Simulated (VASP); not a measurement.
# Fe (Im-3m) in VASP: further runs

Aim: see how the results for Fe move with the level of theory and the settings. Levels: r2SCAN, PBE. Tasks: single point, relaxation of cell and atoms.

All numbers are computed with VASP 6.6.1; they aren't measurements. Logs are shortened: lines on timing, memory, paths and dates and some standing lists are left out, and cuts for length are marked.

### 1 The crystal as given

The structure is cubic, space group Im-3m (No. 229). The conventional cell has a = 2.886 Å, b = 2.886 Å, c = 2.886 Å, α = 90.00°, β = 90.00°, γ = 90.00°. Fe (site symmetry m-3m) is surrounded by 8 Fe at 2.50 Å.

### 2 Single point, r2SCAN, collinear spin, ferromagnetic start

Contents of INCAR:

```
SYSTEM = Fe
PREC = Accurate
ENCUT = 600
EDIFF = 1E-6
ISMEAR = 1
SIGMA = 0.1
LREAL = .False.
LASPH = .True.
NELM = 150
ALGO = Normal
ISIF = 2
LWAVE = .False.
LCHARG = .False.
ISPIN = 2
MAGMOM = 2.5
LORBIT = 11
LMAXMIX = 4
METAGGA = R2SCAN
LMIXTAU = .True.
AMIX = 0.2
BMIX = 1E-4
AMIX_MAG = 0.8
BMIX_MAG = 1E-4
```

Contents of KPOINTS:

```
regular mesh
0
Gamma
  18 18 18
  0 0 0
```

Contents of POSCAR:

```
Fe
1.0
   -1.4430000000      1.4430000000      1.4430000000
    1.4430000000     -1.4430000000      1.4430000000
    1.4430000000      1.4430000000     -1.4430000000
Fe
1
Direct
    0.0000000000      0.0000000000      0.0000000000
```

Potentials or basis: VASP PAW PBE potentials, release 64 (Fe).

Command:

```bash
cat potpaw_PBE.64/Fe/POTCAR > POTCAR
mpirun -np 1 vasp_std > vasp.out
```

OUTCAR:

```text
SYSTEM = Fe
   PREC = Accurate
   ENCUT = 600
   EDIFF = 1E-6
   ISMEAR = 1
   LREAL = .False.
   LASPH = .True.
   NELM = 150
   ISIF = 2
   ISPIN = 2
   LORBIT = 11
   METAGGA = R2SCAN
   AMIX = 0.2
   AMIX_MAG = 0.8

 ion  position               nearest neighbor table
   1  0.000  0.000  0.000-

  LATTYP: Found a body centered cubic cell.
 ALAT       =     2.8860000000

  Lattice vectors:

 A1 = (  -1.4430000000,   1.4430000000,   1.4430000000)
 A2 = (   1.4430000000,  -1.4430000000,   1.4430000000)
 A3 = (   1.4430000000,   1.4430000000,  -1.4430000000)

Analysis of symmetry for initial positions (statically):
=====================================================================
 Subroutine PRICEL returns:
 Original cell was already a primitive cell.

 Routine SETGRP: Setting up the symmetry group for a
 body centered cubic supercell.

 Subroutine GETGRP returns: Found 48 space group operations
 (whereof 48 operations were pure point group operations)
 out of a pool of 48 trial point group operations.

The static configuration has the point symmetry O_h .

Analysis of symmetry for dynamics (positions and initial velocities):
=====================================================================
 Subroutine PRICEL returns:
 Original cell was already a primitive cell.

 Routine SETGRP: Setting up the symmetry group for a
 body centered cubic supercell.

 Subroutine GETGRP returns: Found 48 space group operations
 (whereof 48 operations were pure point group operations)
 out of a pool of 48 trial point group operations.

The dynamic configuration has the point symmetry O_h .

Analysis of structural, dynamic, and magnetic symmetry:
=====================================================================
 Subroutine PRICEL returns:
 Original cell was already a primitive cell.

 Routine SETGRP: Setting up the symmetry group for a
 body centered cubic supercell.

 Subroutine GETGRP returns: Found 48 space group operations
 (whereof 48 operations were pure point group operations)
 out of a pool of 48 trial point group operations.

The overall configuration has the point symmetry O_h .

 Subroutine INISYM returns: Found 48 space group operations
 (whereof 48 operations are pure point group operations),
 and found     1 'primitive' translations

----------------------------------------------------------------------------------------

                                     Primitive cell

  volume of cell :      12.0187

  direct lattice vectors                    reciprocal lattice vectors
    -1.443000000  1.443000000  1.443000000     0.000000000  0.346500347  0.346500347
     1.443000000 -1.443000000  1.443000000     0.346500347  0.000000000  0.346500347
     1.443000000  1.443000000 -1.443000000     0.346500347  0.346500347  0.000000000

  length of vectors
     2.499349315  2.499349315  2.499349315     0.490025489  0.490025489  0.490025489

  position of ions in fractional coordinates (direct lattice)
     0.000000000  0.000000000  0.000000000

  ion indices of the primitive-cell ions
   primitive index   ion index
                 1           1

----------------------------------------------------------------------------------------

 KPOINTS: regular mesh

Automatic generation of k-mesh.
 Grid dimensions read from file:
 generate k-points for:   18   18   18

 Generating k-lattice:

  Cartesian coordinates                     Fractional coordinates (reciprocal lattice)
     0.000000000  0.019250019  0.019250019     0.055555556  0.000000000  0.000000000
     0.019250019  0.000000000  0.019250019     0.000000000  0.055555556  0.000000000
     0.019250019  0.019250019  0.000000000     0.000000000  0.000000000  0.055555556

  Length of vectors
     0.027223638  0.027223638  0.027223638

  Shift w.r.t. Gamma in fractional coordinates (k-lattice)
     0.000000000  0.000000000  0.000000000

 Subroutine IBZKPT returns following result:
 ===========================================

 Found    195 irreducible k-points:

 Following reciprocal coordinates:
            Coordinates               Weight
  0.000000  0.000000  0.000000      1.000000
  0.055556  0.000000  0.000000     12.000000
  0.111111  0.000000  0.000000     12.000000
  0.166667  0.000000  0.000000     12.000000
  0.222222  0.000000  0.000000     12.000000
  0.277778  0.000000  0.000000     12.000000
[... 16 lines left out ...]
  0.333333  0.111111  0.000000     48.000000
  0.388889  0.111111 -0.000000     48.000000
 [... further k-points ...]
   k-points           NKPTS =    195   k-points in BZ     NKDIM =    195   number of bands    NBANDS=      9
   number of dos      NEDOS =    301   number of ions     NIONS =      1
   total plane-waves  NPLWV =   8000
   dimension x,y,z NGX =    20 NGY =   20 NGZ =   20
   dimension x,y,z NGXF=    40 NGYF=   40 NGZF=   40
   ions per type =               1
   NGX,Y,Z   is equivalent  to a cutoff of  13.30, 13.30, 13.30 a.u.
[... 31 lines left out ...]
     AMIX_MAG =   0.80;   BMIX_MAG =  0.00
  volume/ion in A,a.u.               =      12.02        81.11
  Fermi-wavevector in a.u.,A,eV,Ry     =   1.429394  2.701162 27.798962  2.043166
  Thomas-Fermi vector in A             =   2.549352
   LORBIT       =     11    0 simple, 1 ext, 2 COOP (PROOUT), +10 PAW based schemes
   METAGGA = R2SCAN    functional components
   LHFCALC =     F    Hartree Fock is set to
   AEXX    =    0.0000 exact exchange contribution
   IVDW    =     0    specifies the selected vdW correction
   LEPSILON=     F    determine dielectric tensor
   LRPA    =     F    only Hartree local field effects (RPA)
 spin polarized calculation
 Methfessel and Paxton  Order N= 1 SIGMA  =   0.10
  energy-cutoff  :      600.00
  volume of cell :       12.02
 maximum number of plane-waves:       418
   NGX =  9   NGY =  9   NGZ =  9

 number of electron       7.9999995 magnetization       2.6406016

 Free energy of the ion-electron system (eV)
  ---------------------------------------------------
  ext. energy  EPLUGINS =         0.00000000
  ---------------------------------------------------
  free energy    TOTEN  =       -14.35591419 eV

  energy without entropy =      -14.35556487  energy(sigma->0) =      -14.35579775

 E-fermi :   5.3094     XC(G=0): -13.8914

 val. band max:        5.2988049630   @ k =   0.3889   0.0556   0.0000
 cond. band min:       5.3134579408   @ k =  -0.2222   0.2222   0.0556
 fundamental gap:      0.0146529779
 Fermi energy:         5.3093982862

 spin component 1

 k-point     1 :       0.0000    0.0000    0.0000
  band No.  band energies     occupation
      1      -3.0862      1.00000
      2       2.2439      1.00000
      3       2.2439      1.00000
      4       2.2439      1.00000
      5       3.3941      1.00000
      6       3.3942      1.00000
      7      30.7156      0.00000
      8      30.7156      0.00000
      9      30.7157      0.00000

 k-point     2 :       0.0556    0.0000    0.0000
  band No.  band energies     occupation
      1      -2.9598      1.00000
      2       2.2133      1.00000
      3       2.2437      1.00000
      4       2.3074      1.00000
      5       3.3637      1.00000
      6       3.3965      1.00000
      7      29.7192      0.00000
      8      30.4943      0.00000
      9      30.5541      0.00000
[... 253 lines left out ...]
 k-point    24 :       0.3889    0.1111   -0.0000
  band No.  band energies     occupation
      1       0.2604      1.00000
      2       1.3621      1.00000
      3       3.0705      1.00000
      4       3.4134      1.00000
      5       4.0355      1.00000
      6       6.5576     -0.00000
      7      12.9175      0.00000
      8      21.3754      0.00000
      9      24.6804      0.00000

 [... further k-points ...]

 spin component 2

 k-point     1 :       0.0000    0.0000    0.0000
  band No.  band energies     occupation
      1      -3.7343      1.00000
      2       5.6571     -0.00001
      3       5.6572     -0.00001
      4       5.6572     -0.00001
      5       7.8339      0.00000
      6       7.8339      0.00000
      7      30.3353      0.00000
      8      30.3353      0.00000
      9      30.3353      0.00000

 k-point     2 :       0.0556    0.0000    0.0000
  band No.  band energies     occupation
      1      -3.6033      1.00000
      2       5.6118     -0.00008
      3       5.6454     -0.00001
      4       5.7310     -0.00000
      5       7.7836      0.00000
      6       7.8367      0.00000
      7      29.5482      0.00000
      8      30.1748      0.00000
      9      30.2746      0.00000
[... 253 lines left out ...]
 k-point    24 :       0.3889    0.1111   -0.0000
  band No.  band energies     occupation
      1       1.9861      1.00000
      2       4.3147      1.00000
      3       4.7537      1.00000
      4       7.5887      0.00000
      5       8.1554      0.00000
      6       9.0868      0.00000
      7      14.8395      0.00000
      8      22.0299      0.00000
      9      25.6581      0.00000

 [... further k-points ...]
[... 5 lines left out ...]
  --------------------------------------------------------------------------------------
  -------------------------------------------------------------------------------------
  Total       -0.3582171     -0.3582171     -0.3582171     -0.0000000     -0.0000000      0.0000000
  in kB      -47.7526928    -47.7526928    -47.7526928     -0.0000000     -0.0000000      0.0000000
  external PRESSURE =     -47.7526928 kB  Pullay stress =       0.0000000 kB

 VOLUME and BASIS-vectors are now :
 -----------------------------------------------------------------------------
  energy-cutoff  :      600.00
  volume of cell :       12.02
      direct lattice vectors                 reciprocal lattice vectors
    -1.443000000  1.443000000  1.443000000     0.000000000  0.346500347  0.346500347
     1.443000000 -1.443000000  1.443000000     0.346500347  0.000000000  0.346500347
     1.443000000  1.443000000 -1.443000000     0.346500347  0.346500347  0.000000000

 POSITION                                       TOTAL-FORCE (eV/Angst)
 -----------------------------------------------------------------------------------
      0.00000      0.00000      0.00000        -0.000000     -0.000000      0.000000
 -----------------------------------------------------------------------------------
    total drift:                                0.000000     -0.000000      0.000000

  FREE ENERGIE OF THE ION-ELECTRON SYSTEM (eV)
  ---------------------------------------------------
  free  energy   TOTEN  =       -14.3559141858 eV

  energy  without entropy=      -14.3555648668  energy(sigma->0) =      -14.35579775

 total charge

# of ion       s       p       d       tot
------------------------------------------
    1        0.469   0.532   6.158   7.159

 magnetization (x)

# of ion       s       p       d       tot
------------------------------------------
    1       -0.013  -0.118   2.850   2.719
```

It took 1.7 min on 1 thread of Intel Xeon Platinum 8559C (Emerald Rapids), shared host; peak memory 0.17 GiB.

What came out:

- Free energy: -14.3559 eV
- Pressure: -4.8 GPa
- Band gap on the k mesh: none (metal or under the smearing width)
- Net moment: 2.64 μB per cell
- Site moments: Fe +2.72 μB
- Valence electrons inside the program's atomic spheres: Fe 7.16

Levels at points of the mesh, in eV from the Fermi level:
Spin up:
| k point | band 1 | band 2 | band 3 | band 4 | band 5 | band 6 | band 7 | band 8 | band 9 |
| --- | --- | --- | --- | --- | --- | --- | --- | --- | --- |
| (0.00, 0.00, 0.00) | -8.40 | -3.07 | -3.07 | -3.07 | -1.92 | -1.92 | 25.41 | 25.41 | 25.41 |
| (0.50, 0.00, 0.00) | -5.29 | -4.02 | -1.87 | -1.76 | -0.62 | 0.55 | 6.67 | 18.58 | 19.87 |
| (0.50, 0.50, 0.50) | -5.23 | -5.23 | -0.86 | -0.86 | -0.86 | 9.78 | 9.78 | 9.78 | 15.26 |
Spin down:
```csv
k point,band 1,band 2,band 3,band 4,band 5,band 6,band 7
"(0.00, 0.00, 0.00)",-9.04,0.35,0.35,0.35,2.52,2.52,25.03
"(0.50, 0.00, 0.00)",-3.44,-1.03,-0.05,2.35,2.80,3.31,8.93
"(0.50, 0.50, 0.50)",-2.58,-2.58,3.01,3.01,3.01,10.10,10.10
```

Caveat: the PAW data sets were made with another functional, which shifts forces and pressure a little.

### 3 Relaxation of cell and atoms, r2SCAN, collinear spin, ferromagnetic start

INCAR: that of step 2 with these lines changed.

```diff
@@ -10,3 +10,3 @@
 ALGO = Normal
-ISIF = 2
+ISIF = 3
 LWAVE = .False.
@@ -19,2 +19,5 @@
 LMIXTAU = .True.
+IBRION = 2
+NSW = 90
+EDIFFG = -0.01
 AMIX = 0.2
```

Contents of KPOINTS:

```
Automatic mesh
0
Gamma
  18 18 18
  0 0 0
```

POSCAR is that of step 2.

Potentials or basis: VASP PAW PBE potentials, release 64 (Fe).

Command:

```bash
cat potpaw_PBE.64/Fe/POTCAR > POTCAR
mpirun -np 1 vasp_std > vasp.out
```

It took 4.1 min on 1 thread of Intel Xeon Platinum 8559C (Emerald Rapids), shared host; peak memory 0.17 GiB.

The run converged. Its results:

| Property | Result |
| --- | --- |
| Free energy | -14.3610 eV |
| Relaxed volume | 11.70 Å³/atom |
| Relaxed cell | a = 2.477 Å, b = 2.477 Å, c = 2.477 Å, α = 109.47°, β = 109.47°, γ = 109.47° |
| Space group after relaxing (to 0.05 Å) | Im-3m (No. 229) |
| Energy gained by relaxing | 5.1 meV/atom |
| Ionic steps | 3 |
| Pressure after relaxing | 0.0 GPa |
| Band gap on the k mesh | none (metal or under the smearing width) |
| Net moment | 2.62 μB per cell |
| Site moments | Fe +2.69 μB |
| Valence electrons inside the program's atomic spheres | Fe 7.21 |

The path:
| step | energy change (eV) | largest force (eV/Å) | pressure (GPa) | volume (Å³) |
| --- | --- | --- | --- | --- |
| 1 | 0.0000 | 0.0000 | -4.78 | 12.02 |
| 2 | 0.0001 | 0.0000 | 5.81 | 11.41 |
| 3 | -0.0051 | 0.0000 | 0.02 | 11.70 |

Final structure:
```
Fe
1.0
    -1.43014    1.43014    1.43014
     1.43014   -1.43014    1.43014
     1.43014    1.43014   -1.43014
Fe
1
Cartesian
  0.0000 0.0000 0.0000
```

Levels at points of the mesh, in eV from the Fermi level:
Spin up:
```
           k point  band 1  band 2  band 3  band 4  band 5  band 6  band 7  band 8  band 9
(0.00, 0.00, 0.00)   -8.50   -3.04   -3.04   -3.04   -1.83   -1.83   25.73   25.73   25.73
(0.50, 0.00, 0.00)   -5.36   -4.04   -1.79   -1.67   -0.49    0.59    6.97   18.87   20.35
(0.50, 0.50, 0.50)   -5.31   -5.31   -0.74   -0.74   -0.74   10.02   10.02   10.02   15.60
```
Spin down:
| k point | band 1 | band 2 | band 3 | band 4 | band 5 | band 6 | band 7 |
| --- | --- | --- | --- | --- | --- | --- | --- |
| (0.00, 0.00, 0.00) | -9.14 | 0.34 | 0.34 | 0.34 | 2.58 | 2.58 | 25.35 |
| (0.50, 0.00, 0.00) | -3.53 | -1.08 | 0.00 | 2.40 | 2.87 | 3.41 | 9.23 |
| (0.50, 0.50, 0.50) | -2.70 | -2.70 | 3.10 | 3.10 | 3.10 | 10.35 | 10.35 |

Caveat: the PAW data sets were made with another functional, which shifts forces and pressure a little.

### 4 Relaxation of cell and atoms, r2SCAN, collinear spin, ferromagnetic start

This run uses another cell than the first one, of 11.70 Å³/atom, 0.973 times its volume.

INCAR: that of step 3 with these lines changed.

```diff
@@ -3,3 +3,3 @@
 ENCUT = 600
-EDIFF = 1E-6
+EDIFF = 1E-7
 ISMEAR = 1
@@ -21,3 +21,3 @@
 NSW = 90
-EDIFFG = -0.01
+EDIFFG = -0.005
 AMIX = 0.2
```

KPOINTS is that of step 3.

Contents of POSCAR:

```
Fe                                      
1.0
   -1.4301361076      1.4301361076      1.4301361076
    1.4301361076     -1.4301361076      1.4301361076
    1.4301361076      1.4301361076     -1.4301361076
  Fe            
     1
Direct
     0.0000000000000000    0.0000000000000000    0.0000000000000000
```

Command:

```bash
cat potpaw_PBE.64/Fe/POTCAR > POTCAR
mpirun -np 1 vasp_std > vasp.out
```

It took 2.5 min on 1 thread of Intel Xeon Platinum 8559C (Emerald Rapids), shared host; peak memory 0.17 GiB.

It converged, with:

* Free energy: -14.3607 eV
* Pressure after relaxing: 0.0 GPa
* Band gap on the k mesh: none (metal or under the smearing width)
* Net moment: 2.62 μB per cell
* Site moments: Fe +2.69 μB
* Valence electrons inside the program's atomic spheres: Fe 7.21

Final structure:
```
Fe
1.0
    -1.43014    1.43014    1.43014
     1.43014   -1.43014    1.43014
     1.43014    1.43014   -1.43014
Fe
1
Direct
  0.00000 0.00000 0.00000
```

Levels at points of the mesh, in eV from the Fermi level:
Spin up:
```csv
k point,band 1,band 2,band 3,band 4,band 5,band 6,band 7,band 8,band 9
"(0.00, 0.00, 0.00)",-8.50,-3.04,-3.04,-3.04,-1.83,-1.83,25.73,25.73,25.73
"(0.50, 0.00, 0.00)",-5.36,-4.04,-1.79,-1.67,-0.49,0.59,6.97,18.87,20.35
"(0.50, 0.50, 0.50)",-5.30,-5.30,-0.74,-0.74,-0.74,10.02,10.02,10.02,15.60
```
Spin down:
```csv
k point,band 1,band 2,band 3,band 4,band 5,band 6,band 7
"(0.00, 0.00, 0.00)",-9.14,0.34,0.34,0.34,2.58,2.58,25.35
"(0.50, 0.00, 0.00)",-3.53,-1.08,0.00,2.40,2.87,3.41,9.23
"(0.50, 0.50, 0.50)",-2.70,-2.70,3.10,3.10,3.10,10.35,10.35
```

Caveat: the relaxation stopped at its first step, so nothing moved; the PAW data sets were made with another functional, which shifts forces and pressure a little.

### 5 Single point, PBE, collinear spin, ferromagnetic start

INCAR: that of step 4 with these lines changed.

```diff
@@ -10,3 +10,3 @@
 ALGO = Normal
-ISIF = 3
+ISIF = 2
 LWAVE = .False.
@@ -17,7 +17,3 @@
 LMAXMIX = 4
-METAGGA = R2SCAN
-LMIXTAU = .True.
-IBRION = 2
-NSW = 90
-EDIFFG = -0.005
+GGA = PE
 AMIX = 0.2
```

KPOINTS is that of step 4.

Contents of POSCAR:

```
Fe
1.0
   -1.4430000000      1.4430000000      1.4430000000
    1.4430000000     -1.4430000000      1.4430000000
    1.4430000000      1.4430000000     -1.4430000000
Fe
1
Direct
    0.0000000000      0.0000000000      0.0000000000
```

Command:

```bash
cat potpaw_PBE.64/Fe/POTCAR > POTCAR
mpirun -np 1 vasp_std > vasp.out
```

Wall time 19 s (1 thread of Intel Xeon 6975P-C (Granite Rapids), shared host); peak memory 0.16 GiB.

The run converged. Its results:

```yaml
Free_energy: -8.2204 eV
Pressure: -9.7 GPa
Band_gap_on_the_k_mesh: none (metal or under the smearing width)
Net_moment: 2.27 μB per cell
Site_moments: Fe +2.28 μB
Valence_electrons_inside_the_program's_atomic_spheres: Fe 7.16
```

Levels at points of the mesh, in eV from the Fermi level:
Spin up:
```csv
k point,band 3,band 4,band 5,band 6,band 7,band 8
"(0.00, 0.00, 0.00)",-2.17,-2.17,-1.06,-1.06,24.53,24.53
"(0.50, 0.00, 0.00)",-1.00,-0.89,0.30,0.59,6.90,17.94
"(0.50, 0.50, 0.50)",0.05,0.05,0.05,9.60,9.60,9.60
```
Spin down:
| k point | band 1 | band 2 | band 3 | band 4 | band 5 | band 6 | band 7 | band 8 |
| --- | --- | --- | --- | --- | --- | --- | --- | --- |
| (0.00, 0.00, 0.00) | -7.91 | -0.17 | -0.17 | -0.17 | 1.75 | 1.75 | 24.23 | 24.23 |
| (0.50, 0.00, 0.00) | -3.27 | -1.36 | 0.66 | 1.61 | 1.99 | 2.61 | 8.30 | 17.96 |
| (0.50, 0.50, 0.50) | -2.61 | -2.61 | 2.33 | 2.33 | 2.33 | 9.85 | 9.85 | 9.85 |

### 6 Overview

```tsv
task	level	cell	gap on the mesh (eV)	pressure (GPa)	moment (μB)
single point	r2SCAN	Im-3m, 12.02 Å³/atom	none	-4.8	2.64
relaxation of cell and atoms	r2SCAN	relaxed	none	0.0	2.62
single point	PBE	Im-3m, 12.02 Å³/atom	none	-9.7	2.27
```

Alike in all rows: potentials or basis VASP PAW PBE potentials, release 64 (Fe); spin collinear, ferromagnetic start; k mesh 18 × 18 × 18; cutoff (eV) 600; smearing methfessel-paxton 0.1 eV.

Caveats: the PAW data sets were made with another functional, which shifts forces and pressure a little (some runs); the relaxation stopped at its first step, so nothing moved (some runs).

Absolute energies hang on the potentials; compare differences alone.
